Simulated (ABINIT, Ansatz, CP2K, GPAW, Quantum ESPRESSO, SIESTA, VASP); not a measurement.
## One calculation of Cd, 8 ways

```
Cd
1.0
     2.97887    0.00000    0.00000
    -1.48944    2.57978    0.00000
     0.00000    0.00000    5.61765
Cd
2
Direct
  0.66667 0.33333 0.75000
  0.33333 0.66667 0.25000
```

Alike in all runs: task single point; functional PBE; k mesh 10 × 10 × 5; occupations fermi-dirac, width 0.05 eV; no spin polarisation; no spin-orbit coupling. Pressure is positive in compression and, in plane waves, holds the error of the finite cutoff, which Ansatz's Pulay term estimates and takes out.

| program and potentials | plane-wave cutoff (eV) | notes | pressure (GPa) |
| --- | --- | --- | --- |
| SIESTA, files PseudoDojo sr-pbe-0.4.1-standard, DZP (energy shift 0.003 Ry; two zetas on semicore shells) | - | atomic basis; 20 valence electrons an atom on average | 2.23 |
| VASP, PBE PAW files Cd, 520 eV | 520 | 12 valence electrons an atom on average | 3.21 |
| Ansatz, Ansatz PAW (earlier soft set) | 420 | 20 valence electrons an atom on average; Pulay term of +0.04 GPa included | 2.87 |
| GPAW, GPAW PAW data sets (gpaw-data 1.2.1) | 600 | 12 valence electrons an atom on average | 2.32 |
| Quantum ESPRESSO, SSSP 1.3 efficiency PBE | 816 | 12 valence electrons an atom on average | 2.71 |
| Ansatz, all-electron LAPW, scalar-relativistic | - | - | 2.87 |
| ABINIT, JTH PAW PBE v2.0 | 599 | 12 valence electrons an atom on average | 2.84 |
| CP2K, POTENTIAL_UZH Cd GTH-PBE-q12; TZVP-MOLOPT-PBE-GTH basis | - | atomic basis; 12 valence electrons an atom on average | 3.22 |

The pressure spans 2.23 (SIESTA, files PseudoDojo sr-pbe-0.4.1-standard, DZP (energy shift 0.003 Ry; two zetas on semicore shells)) to 3.22 GPa (CP2K, POTENTIAL_UZH Cd GTH-PBE-q12; TZVP-MOLOPT-PBE-GTH basis), with all-electron results at 2.87. Rows in atomic bases carry the error of their basis and grid, which can be large.

The functional is the same throughout but for its coding, so the spread measures potentials, basis and numerics; runs on potential files found faulty are left out.
